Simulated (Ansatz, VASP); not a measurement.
# Cs: VASP beside Ansatz

```xyz
1
Lattice="-3.0225 3.0829 3.0225 3.0225 -3.0829 3.0225 3.0225 3.0829 -3.0225" Properties=species:S:1:pos:R:3 pbc="T T T"
Cs    0.0000    0.0000    0.0000
```

Change from the starting cell: strain +0.0200 x Voigt [0, 1, 0, 0, 0, 0], atoms carried along.

Alike in both runs: task single point; functional PBE; k mesh 12 × 12 × 12; occupations gaussian, width 0.15 eV; no spin polarisation.

|  | VASP | Ansatz |
| --- | --- | --- |
| version | VASP 6.6.1 | Ansatz 0.2.0 |
| potentials or method | VASP PAW PBE potentials, release 64 (Cs_sv) | scalar-relativistic, plane waves, PAW |
| plane-wave cutoff (eV) | 520 | 420 |
| valence electrons in the cell | 9 | 9 |

```tsv
	VASP	Ansatz	Ansatz less VASP
gap on the k mesh at the Fermi level (eV)	none	none	-
pressure (GPa)	0.1	0.1	+0.01
```

A gap of «none» marks a metal or a gap that the smearing closes. The functional is the same, so the differences come from potentials, cutoffs and numerics.

The runs have no spin-orbit coupling, so splittings on Cs are missing.
